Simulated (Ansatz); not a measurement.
# The 2H-MoTe2 bilayer (2H stacking) under a gate, part 2 of 4

Wanted: Fermi level and gate voltage of the 2H-MoTe2 bilayer (2H stacking) as it is charged.

Ansatz 0.2.0; plane-wave DFT, PBE-D3(BJ), Ansatz PAW.

So far. Step 2 (Relaxing the slab): The lattice constant a goes from 3.550 to 3.500 Å.

### 3. Gated layer, added electrons 0, start network

The slab is cut off from its images along the normal. A charged sheet stands for each gate, the layer takes the opposite charge, and a barrier ahead of the sheet keeps electrons from leaking to it. The uncharged case sets the zero; a dense mesh is needed because few carriers fill a small part of the zone.

The cell differs from the one that the last finished run ended in (c 52.648 → 51.285 Å).

Contents of input.yaml:

```yaml
crystal:
  lattice:
    - [3.5003072857, 0.0, 0.0]
    - [-1.7501536428, 3.0313550304, 0.0]
    - [0.0, 0.0, 51.284942185]
  atoms:
    - { symbol: Te, position: [0.3333333333, 0.6666666667, 0.3977775762] }
    - { symbol: Mo, position: [0.0, 0.0, 0.4331947298] }
    - { symbol: Te, position: [0.3333333333, 0.6666666667, 0.4686474158] }
    - { symbol: Te, position: [0.0, 0.0, 0.5313525842] }
    - { symbol: Mo, position: [0.3333333333, 0.6666666667, 0.5668052702] }
    - { symbol: Te, position: [0.0, 0.0, 0.6022224238] }
  periodic: [true, true, false]
  symmetry: { detect: true }
kpoints:
  mp_grid: { grid: [48, 48, 1] }
  band_path:
    path: [[0, 0, 0], [0.5, 0, 0], [0.33333333, 0.33333333, 0], [0, 0, 0]]
    npoints: 16
hamiltonian:
  xc: pbe
  dispersion: d3bj
scf:
  occupations: { method: fermi_dirac, width: 0.02585 }
  convergence: { dr2_threshold: 1.0e-10 }
output:
  forces: true
  eigenvalues: true
  dos: { projected: true, e_range: [-3, 3], de: 0.01 }
  write_potential: true
  write_density: true
  volumetric_format: npy
  elf: true
external_charges:
  - { charge: 0, barrier: 10, axis: 3, height: 33.385, sigma: 0.25 }
```

Command:

```
ansatz run input.yaml --threads 4 --pin off --max-ram 12288MiB --backend cpu --events-out ev --progress --plain --runs-dir out
```

Numbers of over 12 decimals in the logs are rounded to 6 here.

Log:

```text
[...]
Crystal: 6 atoms, lattice volume = 544.168 Å³
Basis set: ecut = 420 eV, 10605 PW (Γ), exchange–correlation on 48×48×720 points (8 copies of the dense FFT grid, shifted against one another)
Bands: 56, of which v1, the nominal top of the filled ones, is band 46 counted from 1 (45 counted from 0)
Symmetry: 6 space group operations
k-points: 217 of 2304 (time reversal used)
[...]
SCF iter   1: F=—  HF=-37836.127649 eV  |F-HF|=—  |Δ(HF+E_count)|=         —  Δρ=2.55e-3  dr2=9.89e-2  ethr=1.77e-3  ⟨swp⟩=21.4  Hψ=91530  notcnv=0  defer=101
[...]
SCF iter  16: F=-37836.129872 eV  HF=-37836.129872 eV  |F-HF|=7.57e-10  |Δ(HF+E_count)|=  3.64e-11  Δρ=5.11e-8  dr2=4.62e-11  ethr=1.00e-12  ⟨swp⟩=8.9  Hψ=69678  notcnv=0
SCF 1 converged in 16 iterations: F = -37836.129872 eV  dr2 = 4.62e-11
[...]
NSCF: frozen V_eff on 49 k-points
[...]
SCF converged after 16 iterations
Free energy (F): -37836.129872 eV
[...]
Internal energy: -37836.129872 eV  (E = F + TS)
E sigma→0 (E₀):  -37836.129872 eV
Fermi energy:    -4.017545 eV
[...]
--- Forces (eV/Å), atoms and charges each counted from 1 ---
  atom   1  Te    -0.00000000     0.00000000     0.00090499
  atom   2  Mo     0.00000000     0.00000000    -0.00149097
  atom   3  Te     0.00000000     0.00000000     0.00028460
  atom   4  Te    -0.00000000     0.00000000    -0.00123999
  atom   5  Mo     0.00000000    -0.00000000    -0.02028562
  atom   6  Te    -0.00000000     0.00000000    -0.23731228
  external charge   1     0.00000000     0.00000000     0.25914037
  max |Σ_I F_I| component, the external charges' with the atoms': 1.10e-6 eV/Å
--- Band table (eV; the first three rows and the last of 217) ---
  k-point 0: bands = [... 42 lower, -5.3984, -5.3984, -5.2979, -4.4294, -1.4860, -1.4860, -1.3691, -1.3691, ... 6 higher]
  k-point 1: bands = [... 42 lower, -5.4069, -5.4028, -5.2914, -4.4305, -1.5169, -1.4856, -1.3997, -1.3629, ... 6 higher]
  k-point 2: bands = [... 42 lower, -5.4160, -5.3726, -5.2759, -4.4350, -1.6029, -1.4868, -1.4865, -1.3457, ... 6 higher]
  k-point 216: bands = [... 42 lower, -6.3827, -6.3753, -4.6936, -4.5340, -3.3926, -3.3905, -3.1133, -2.5211, ... 6 higher]
```

The job ended after 5.4 min (4 threads of Arm Neoverse V2, shared host; peak memory 4 GiB).

Reading the cycles: dr2 is the Hartree energy of the density residual (eV), the measure of convergence; HF is the Harris–Foulkes estimate of the energy, which meets the free energy F at convergence.

Numbers from this step:

* gap along the path: 0.8338 eV
* smallest direct gap along the path: 1.141 eV
* gap, the smaller of path and mesh: 0.8316 eV
* potential beyond the upper barrier and gate, less the barrier, from the Fermi level: 3.778 eV

Running mean over a fixed 2.7 Å (it still follows the layers) of the planar mean; beyond a gate it holds the 10 eV model barrier. Electron's electrostatic potential energy less the Fermi level against z:

z (Å), electron's electrostatic potential energy less the Fermi level (eV) and a bar from the least value:
```
        4        4.3 #################
        5        4.3 #################
        6        4.3 #################
        7        4.3 #################
        8        4.3 #################
        9        4.3 #################
       10        4.3 #################
       11        4.3 #################
       12        4.3 #################
       13        4.3 #################
       14        4.3 #################
       15        4.3 #################
       16        4.3 #################
       17        4.2 #################
       18        3.8 #################
       19        1.4 #############
       20       -1.4 ##########
       21       -6.1 ###
       22       -8.4 
       23       -7.4 ##
       24       -3.2 #######
       25       -0.2 ###########
       26       -0.3 ###########
       27       -2.0 #########
       28       -6.6 ###
       29       -8.6 
       30       -7.0 ##
       31       -2.5 ########
       32        1.0 #############
       33        6.4 ####################
       34       11.0 ##########################
       35       13.7 ##############################
       36       13.8 ##############################
       37       13.8 ##############################
       38       13.8 ##############################
       39       13.8 ##############################
       40       13.8 ##############################
       41       13.8 ##############################
       42       13.8 ##############################
       43       13.8 ##############################
       44       13.8 ##############################
       45       13.8 ##############################
       46       13.8 ##############################
       47       13.8 ##############################
```

The density of states has structure finer than the step of the table below, so its rows give means over 0.2 eV, whole bins alone (the curve runs from -3 to 2.41 eV). Peaks (eV: height): -2.41: 11.2, -1.81: 10.1, -1.26: 10.2, 0.92: 10.7, 1.03: 11.3, 1.20: 18.0, 1.35: 10.7.

Density of states against energy, zero at the Fermi level of the run, which the smearing sets inside the gap; means over each step:

| energy (eV) | density of states (states/eV a cell) |
| --- | --- |
| -2.8 | 5.00 |
| -2.6 | 3.58 |
| -2.4 | 6.36 |
| -2.2 | 8.08 |
| -2.0 | 7.14 |
| -1.8 | 7.54 |
| -1.6 | 6.32 |
| -1.4 | 5.12 |
| -1.2 | 6.12 |
| -1.0 | 6.47 |
| -0.8 | 5.74 |
| -0.6 | 1.55 |
| -0.4 | 0.371 |
| -0.2 | 0 |
| 0.0 | 0 |
| 0.2 | 0 |
| 0.4 | 0.624 |
| 0.6 | 2.66 |
| 0.8 | 5.05 |
| 1.0 | 8.90 |
| 1.2 | 9.61 |
| 1.4 | 7.48 |
| 1.6 | 5.97 |
| 1.8 | 6.08 |
| 2.0 | 4.75 |
| 2.2 | 3.07 |

Projected DOS per atom over height of the atomic layer and energy from the Fermi level. Layers: Te Mo Te Te Mo Te from below.

Ten even steps from '_' (0.00 states/eV) to '@' (3.05 states/eV), each cell a mean:
```
............
..::....::..
..==::::==::
::++....++::
::@@....@@::
::@@....@@::
..**....**..
__::____::__
____________
____________
____________
____________
__::....::__
::++::::++::
..++....++::
::==....==::
::++::::++::
--++----++--
==++----++--
::==----==::
..::....::..
::==::::==::
```
Columns: height of the atomic layer (Å) from 20.4 to 30.9 (not evenly spaced); rows upwards: energy from the Fermi level (eV) from -2.98 to 2.42.

The electronic bands at the labelled points (eV, zero at the Fermi level of the run, which the smearing sets inside the gap):

| point | band 43 | band 44 | band 45 | band 46 | band 47 | band 48 | band 49 | band 50 |
| --- | --- | --- | --- | --- | --- | --- | --- | --- |
| Γ | -1.38 | -1.38 | -1.28 | -0.41 | 2.53 | 2.53 | 2.65 | 2.65 |
| halfway | -1.55 | -1.50 | -1.45 | -1.32 | 0.86 | 1.13 | 1.52 | 1.62 |
| M | -1.40 | -1.37 | -0.91 | -0.71 | 0.91 | 0.95 | 1.14 | 1.35 |
| halfway | -2.39 | -2.18 | -0.85 | -0.70 | 0.85 | 0.94 | 1.37 | 1.55 |
| K | -2.37 | -2.36 | -0.68 | -0.52 | 0.62 | 0.63 | 0.90 | 1.50 |
| halfway | -1.49 | -1.40 | -1.18 | -1.08 | 0.51 | 0.92 | 1.25 | 1.32 |
| Γ | -1.38 | -1.38 | -1.28 | -0.41 | 2.53 | 2.53 | 2.65 | 2.65 |

Force by atom:

| atom | x (eV/Å) | y (eV/Å) | z (eV/Å) | size |
| --- | --- | --- | --- | --- |
| Te1 | 0.000 | 0.000 | 0.001 | 0.001 |
| Mo2 | 0.000 | 0.000 | -0.001 | 0.001 |
| Te3 | 0.000 | 0.000 | 0.000 | 0.000 |
| Te4 | 0.000 | 0.000 | -0.001 | 0.001 |
| Mo5 | 0.000 | 0.000 | -0.020 | 0.020 |
| Te6 | 0.000 | 0.000 | -0.237 | 0.237 |

Valence density in the ca plane at fractional y = 0.667, with atoms of Te and Mo within 0.2 Å of it. It is the smooth field of the valence electrons, not physical close to the nuclei.

Ten steps, logarithmic in the rise over the least value, from '0' (0 e/Å³) to '9' (15 e/Å³), each cell a mean:
```
00000000000000000011112222221111100112332221
00000000000000000011111233221111000112332211
00000000000000000112222222222221100012222222
00000000000000001234432222223443210011222234
00000000000000001357863211235786321001112357
00000000000000002379984211237998421000112478
00000000000000001368974211236897421000112468
00000000000000001245643221224564311001122246
00000000000000000122322222222332110011222223
```
Columns run along c (16.0 Å, from fractional 0.26 to 0.57 of the cell), rows up along a (3.5 Å). Atoms in or near the plane, at fractional coordinates: Te at (0.40, 0.33), Te at (0.47, 0.33), Mo at (0.57, 0.33).

Electrostatic potential energy in the ca plane at fractional y = 0.667, with atoms of Te and Mo within 0.2 Å of it. With pseudopotentials it is smooth inside the atoms' cores, unlike the true potential.

Values in eV, 5 rows by 16 columns, each cell a mean:
```
  0   0   0   0   0   0  -2  -4  -8 -12  -4  -3  -1  -9 -15  -4
  0   0   0   0   0   0  -5 -11  -7  -9  -9  -8  -2  -6 -10  -8
  0   0   0   0   0  -1 -13  -5 -11  -6 -11 -11  -3  -2  -5 -22
  0   0   0   0   0  -1 -11   6 -13  -6  -5  -5  -4  -1  -4 -24
  0   0   0   0   0   0 -10 -16  -8  -6 -15 -14  -2  -4  -7 -15
```
Columns run along c (16.0 Å, from fractional 0.26 to 0.57 of the cell; values clipped at the 3rd and 97th percentile), rows up along a (3.5 Å). Atoms in or near the plane, at fractional coordinates: Te at (0.40, 0.33), Te at (0.47, 0.33), Mo at (0.57, 0.33).

ELF in the ca plane at fractional y = 0.667, with atoms of Te and Mo within 0.2 Å of it. It is the smooth field of the valence electrons, not physical close to the nuclei.

Ten even steps from '0' (0.00) to '9' (0.84), each cell a mean:
```
00000000000000001234443222224443211377656643
00000000000000000112332123212332101477656653
00000000000000023566664222235665521267666532
00000000000001478875556522366556762135565334
00000000000014799852135532454214784101343368
00000000000025899730014532442001686100122486
00000000000025899740014532453002685101232377
00000000000013689864346532465445773113454347
00000000000000246776666322256666741246666422
```
Columns run along c (16.0 Å, from fractional 0.26 to 0.57 of the cell), rows up along a (3.5 Å). Atoms in or near the plane, at fractional coordinates: Te at (0.40, 0.33), Te at (0.47, 0.33), Mo at (0.57, 0.33).

The gap, the smaller of path and mesh, is 0.832 eV.

### 4. Gated layer, added electrons -1×10¹³ per cm²

input.yaml, as its differences from that of step 3:

```diff
@@ -14,2 +14,3 @@
   symmetry: { detect: true }
+total_charge: 0.010611
 kpoints:
@@ -28,3 +29,2 @@
   eigenvalues: true
-  dos: { projected: true, e_range: [-3, 3], de: 0.01 }
   write_potential: true
@@ -32,4 +32,4 @@
   volumetric_format: npy
-  elf: true
 external_charges:
   - { charge: 0, barrier: 10, axis: 3, height: 33.385, sigma: 0.25 }
+  - { charge: -0.010611, axis: 3, height: 34.885, sigma: 0.33 }
```

Log:

```text
[...]
Crystal: 6 atoms, lattice volume = 544.168 Å³
Basis set: ecut = 420 eV, 10605 PW (Γ), exchange–correlation on 48×48×720 points (8 copies of the dense FFT grid, shifted against one another)
Bands: 56, of which v1, the nominal top of the filled ones, is band 46 counted from 1 (45 counted from 0)
Symmetry: 6 space group operations
k-points: 217 of 2304 (time reversal used)
[...]
SCF iter   1: F=—  HF=-37837.384478 eV  |F-HF|=—  |Δ(HF+E_count)|=         —  Δρ=2.55e-2  dr2=4.79e0  ethr=3.10e-3  ⟨swp⟩=22.9  Hψ=91074  notcnv=0
[...]
SCF iter  18: F=-37836.083274 eV  HF=-37836.083274 eV  |F-HF|=2.91e-10  |Δ(HF+E_count)|=  6.69e-10  Δρ=2.59e-8  dr2=3.09e-12  ethr=1.00e-12  ⟨swp⟩=9.3  Hψ=69865  notcnv=0
SCF 1 converged in 18 iterations: F = -37836.083274 eV  dr2 = 3.09e-12
[...]
SCF converged after 18 iterations
an eigenvalue changed by more than its tolerance at an iteration that met the thresholds in force, so the SCF went on 1 time: the last check found none over its tolerance
Free energy (F): -37836.083274 eV
[...]
Internal energy: -37836.082494 eV  (E = F + TS)
E sigma→0 (E₀):  -37836.082884 eV
Entropy (-TS):   -0.000780 eV (-0.130 meV/atom)
Fermi energy:    -4.666457 eV
[...]
--- Forces (eV/Å), atoms and charges each counted from 1 ---
  atom   1  Te     0.00000000     0.00000000    -0.00112607
  atom   2  Mo     0.00000000     0.00000000     0.01060453
  atom   3  Te     0.00000000     0.00000000    -0.00000580
  atom   4  Te     0.00000000     0.00000000     0.01238754
  atom   5  Mo     0.00000000    -0.00000000    -0.05768000
  atom   6  Te    -0.00000000     0.00000000    -0.21306793
  external charge   1     0.00000000     0.00000000     0.24985068
  external charge   2     0.00000000     0.00000000    -0.00096299
  max |Σ_I F_I| component, the external charges' with the atoms': 4.73e-8 eV/Å
--- Band table (eV; the first three rows and the last of 217) ---
  k-point 0: bands = [... 42 lower, -5.6435, -5.6435, -5.5479, -4.6906, -1.7491, -1.7491, -1.6231, -1.6231, ... 6 higher]
  k-point 1: bands = [... 42 lower, -5.6520, -5.6451, -5.5398, -4.6918, -1.7800, -1.7487, -1.6536, -1.6171, ... 6 higher]
  k-point 2: bands = [... 42 lower, -5.6773, -5.6310, -5.5203, -4.6964, -1.8660, -1.7496, -1.7409, -1.6011, ... 6 higher]
  k-point 216: bands = [... 42 lower, -6.6533, -6.6148, -4.9545, -4.7880, -3.6732, -3.6275, -3.3700, -2.7752, ... 6 higher]
```

Run time: 6.2 min. Hardware: 4 threads; peak memory 4 GiB; 25 min of CPU time.

This step gave:

* energy at zero smearing: -37836.0829 eV
* potential beyond the upper barrier and gate, less the barrier, from the Fermi level: 4.708 eV

The electronic bands at the labelled points (eV, zero at the Fermi level):

| point | band 43 | band 44 | band 45 | band 46 | band 47 | band 48 | band 49 | band 50 |
| --- | --- | --- | --- | --- | --- | --- | --- | --- |
| Γ | -0.98 | -0.98 | -0.88 | -0.02 | 2.92 | 2.92 | 3.04 | 3.04 |
| halfway | -1.17 | -1.10 | -1.06 | -0.93 | 1.25 | 1.53 | 1.91 | 2.02 |
| M | -1.02 | -0.96 | -0.52 | -0.31 | 1.29 | 1.35 | 1.52 | 1.74 |
| halfway | -2.00 | -1.78 | -0.47 | -0.30 | 1.24 | 1.33 | 1.76 | 1.93 |
| K | -1.99 | -1.95 | -0.29 | -0.12 | 0.99 | 1.04 | 1.30 | 1.89 |
| halfway | -1.11 | -1.00 | -0.79 | -0.68 | 0.91 | 1.32 | 1.64 | 1.72 |
| Γ | -0.98 | -0.98 | -0.88 | -0.02 | 2.92 | 2.92 | 3.04 | 3.04 |

Force by atom:

| atom | x (eV/Å) | y (eV/Å) | z (eV/Å) | size |
| --- | --- | --- | --- | --- |
| Te1 | 0.000 | 0.000 | -0.001 | 0.001 |
| Mo2 | 0.000 | 0.000 | 0.011 | 0.011 |
| Te3 | 0.000 | 0.000 | 0.000 | 0.000 |
| Te4 | 0.000 | 0.000 | 0.012 | 0.012 |
| Mo5 | 0.000 | 0.000 | -0.058 | 0.058 |
| Te6 | 0.000 | 0.000 | -0.213 | 0.213 |

Against the uncharged case this takes -0.93 V.

### 5. Gated layer, added electrons -2×10¹³ per cm²

input.yaml, as its differences from that of step 4:

```diff
@@ -14,3 +14,3 @@
   symmetry: { detect: true }
-total_charge: 0.010611
+total_charge: 0.021221
 kpoints:
@@ -34,2 +34,2 @@
   - { charge: 0, barrier: 10, axis: 3, height: 33.385, sigma: 0.25 }
-  - { charge: -0.010611, axis: 3, height: 34.885, sigma: 0.33 }
+  - { charge: -0.021221, axis: 3, height: 34.885, sigma: 0.33 }
```

Log:

```text
[...]
Crystal: 6 atoms, lattice volume = 544.168 Å³
Basis set: ecut = 420 eV, 10605 PW (Γ), exchange–correlation on 48×48×720 points (8 copies of the dense FFT grid, shifted against one another)
Bands: 56, of which v1, the nominal top of the filled ones, is band 46 counted from 1 (45 counted from 0)
Symmetry: 6 space group operations
k-points: 217 of 2304 (time reversal used)
[...]
--- Band table (eV; the first three rows and the last of 217) ---
  k-point 0: bands = [... 42 lower, -5.8822, -5.8822, -5.7969, -4.9521, -2.0185, -2.0185, -1.8756, -1.8756, ... 6 higher]
  k-point 1: bands = [... 42 lower, -5.8908, -5.8866, -5.7856, -4.9533, -2.0494, -2.0177, -1.9064, -1.8710, ... 6 higher]
  k-point 2: bands = [... 42 lower, -5.9161, -5.8868, -5.7598, -4.9580, -2.1354, -2.0176, -1.9945, -1.8604, ... 6 higher]
  k-point 216: bands = [... 42 lower, -6.9307, -6.8485, -5.2218, -5.0376, -3.9551, -3.8651, -3.6294, -3.0284, ... 6 higher]
[key lines of the parts left out:]
SCF converged after 20 iterations
Free energy (F): -37836.030840 eV
Fermi energy:    -4.951725 eV
```

Elapsed: 6.4 min, on 4 threads; peak memory 4 GiB.

Electronic bands along the path, in eV, zero at the Fermi level:

| point | band 43 | band 44 | band 45 | band 46 | band 47 | band 48 | band 49 | band 50 |
| --- | --- | --- | --- | --- | --- | --- | --- | --- |
| Γ | -0.93 | -0.93 | -0.85 | 0.00 | 2.93 | 2.93 | 3.08 | 3.08 |
| halfway | -1.16 | -1.05 | -1.02 | -0.90 | 1.27 | 1.57 | 1.93 | 2.05 |
| M | -1.01 | -0.91 | -0.50 | -0.28 | 1.30 | 1.40 | 1.54 | 1.78 |
| halfway | -1.98 | -1.75 | -0.45 | -0.26 | 1.25 | 1.37 | 1.78 | 1.95 |
| K | -1.98 | -1.90 | -0.27 | -0.09 | 1.00 | 1.09 | 1.32 | 1.92 |
| halfway | -1.09 | -0.96 | -0.77 | -0.64 | 0.93 | 1.35 | 1.66 | 1.75 |
| Γ | -0.93 | -0.93 | -0.85 | 0.00 | 2.93 | 2.93 | 3.08 | 3.08 |

Against the uncharged case this takes -1.50 V.

### 6. Gated layer, added electrons -4×10¹³ per cm²

input.yaml, as its differences from that of step 5:

```diff
@@ -14,3 +14,3 @@
   symmetry: { detect: true }
-total_charge: 0.021221
+total_charge: 0.042443
 kpoints:
@@ -34,2 +34,2 @@
   - { charge: 0, barrier: 10, axis: 3, height: 33.385, sigma: 0.25 }
-  - { charge: -0.021221, axis: 3, height: 34.885, sigma: 0.33 }
+  - { charge: -0.042443, axis: 3, height: 34.885, sigma: 0.33 }
```

Log:

```text
[...]
Crystal: 6 atoms, lattice volume = 544.168 Å³
Basis set: ecut = 420 eV, 10605 PW (Γ), exchange–correlation on 48×48×720 points (8 copies of the dense FFT grid, shifted against one another)
Bands: 56, of which v1, the nominal top of the filled ones, is band 46 counted from 1 (45 counted from 0)
Symmetry: 6 space group operations
k-points: 217 of 2304 (time reversal used)
[...]
--- Band table (eV; the first three rows and the last of 217) ---
  k-point 0: bands = [... 42 lower, -6.3678, -6.3678, -6.2926, -5.4755, -2.5637, -2.5637, -2.3857, -2.3857, ... 6 higher]
  k-point 1: bands = [... 42 lower, -6.3803, -6.3763, -6.2738, -5.4769, -2.5945, -2.5621, -2.4176, -2.3850, ... 6 higher]
  k-point 2: bands = [... 42 lower, -6.4018, -6.3982, -6.2369, -5.4819, -2.6805, -2.5596, -2.5093, -2.3886, ... 6 higher]
  k-point 216: bands = [... 42 lower, -7.4810, -7.3225, -5.7645, -5.5351, -4.5132, -4.3507, -4.1534, -3.5342, ... 6 higher]
[key lines of the parts left out:]
SCF converged after 19 iterations
Free energy (F): -37835.909247 eV
Fermi energy:    -5.503599 eV
```

The job ended after 6.3 min (4 threads; peak memory 4 GiB; 25 min of CPU time).

The electronic bands at the labelled points (eV, zero at the Fermi level):

| point | band 43 | band 44 | band 45 | band 46 | band 47 | band 48 | band 49 | band 50 |
| --- | --- | --- | --- | --- | --- | --- | --- | --- |
| Γ | -0.86 | -0.86 | -0.79 | 0.03 | 2.94 | 2.94 | 3.12 | 3.12 |
| halfway | -1.15 | -0.99 | -0.98 | -0.85 | 1.29 | 1.62 | 1.94 | 2.08 |
| M | -1.01 | -0.84 | -0.48 | -0.22 | 1.30 | 1.46 | 1.56 | 1.83 |
| halfway | -1.95 | -1.69 | -0.44 | -0.21 | 1.25 | 1.43 | 1.80 | 1.97 |
| K | -1.98 | -1.82 | -0.26 | -0.03 | 0.99 | 1.15 | 1.35 | 1.97 |
| halfway | -1.08 | -0.89 | -0.76 | -0.58 | 0.95 | 1.39 | 1.66 | 1.78 |
| Γ | -0.86 | -0.86 | -0.79 | 0.03 | 2.94 | 2.94 | 3.12 | 3.12 |

Against the uncharged case this takes -2.60 V.

(Continued in part 3 of 4.)

[Logs are printed without paths, hosts, clocks, repeated set-up lines and the standing remarks that a program may print on its own settings, such as how far it seeks lower states.]

[Hosts, paths, dates, database ids (printed as entryN), source tags and the programs' standing remarks are cut or masked in the printed files.]

[Maps of the electrostatic potential energy from Ansatz leave out the sawtooth potential of an applied field or a dipole correction, so their vacuum need not be flat; planar profiles and work functions include it.]
